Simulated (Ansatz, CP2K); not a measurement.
One calculation of Cd, 3 ways

```xyz
4
Lattice="3.0931 0.0000 0.0000 -1.5465 2.6787 0.0000 0.0000 0.0000 10.4307" Properties=species:S:1:pos:R:3 pbc="T T T"
Cd    1.5465    0.8929    7.8231
Cd    0.0000    0.0000    5.2154
Cd    0.0000    1.7858    2.6077
Cd    0.0000    0.0000    0.0000
```

Alike in all runs: task single point; functional PBEsol; k mesh 10 × 10 × 3; occupations fermi-dirac, width 0.05 eV; no spin polarisation; no spin-orbit coupling. Pressure is positive in compression and, in plane waves, holds the error of the finite cutoff, which Ansatz's Pulay term estimates and takes out.

| program and potentials | plane-wave cutoff (eV) | notes | pressure (GPa) |
| --- | --- | --- | --- |
| Ansatz, Ansatz PAW | 420 | potentials made for PBE, which Ansatz adapts in part; 20 valence electrons an atom on average; Pulay term of +0.04 GPa included | -1.69 |
| Ansatz, all-electron LAPW, scalar-relativistic | - | - | -1.69 |
| CP2K, POTENTIAL_UZH Cd GTH-PBE-q12; TZVP-MOLOPT-PBE-GTH basis | - | atomic basis; potentials made for PBE; 12 valence electrons an atom on average | -1.24 |

The pressure spans -1.69 (Ansatz, all-electron LAPW, scalar-relativistic) to -1.24 GPa (CP2K, POTENTIAL_UZH Cd GTH-PBE-q12; TZVP-MOLOPT-PBE-GTH basis), with all-electron results at -1.69. Rows in atomic bases carry the error of their basis and grid, which can be large.

The functional is the same throughout but for its coding, so the spread measures potentials, basis and numerics; runs on potential files found faulty are left out.
